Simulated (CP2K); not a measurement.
The system is Au.

```
Au
1.0
     2.87047    0.00000    0.00000
    -0.95682    2.70631    0.00000
    -0.95682   -1.35315    2.34373
Au
1
Direct
  0.00000 0.00000 0.00000
```

This isn't the form of Au at room conditions, which is fcc.

Base run:

| Property | Result |
| --- | --- |
| Program | CP2K 2026.2 |
| Functional | PBEsol |
| Potentials or basis | POTENTIAL_UZH Au GTH-PBE-q11; TZVP-MOLOPT-PBE-GTH basis |
| Density cutoff | 9524 eV |
| k mesh | 11 × 11 × 11 |
| Occupations | fermi-dirac, width 0.05 eV |
| Spin | no spin polarisation |

Its results: band gap on the k mesh none (metal or under the smearing width); pressure -3.9 GPa.

Q: The run is repeated on the same cell with these changes: functional from PBEsol to PBE. What comes out?

A: Band gap on the k mesh none (metal or under the smearing width); pressure 3.0 GPa.

PBE binds less tightly than PBEsol, so the same cell stands under more pressure.

Caveats: the basis of atomic orbitals isn't converged, which shifts pressures, moduli and gaps; the potentials were made for another functional, which shifts forces and pressure (some runs).
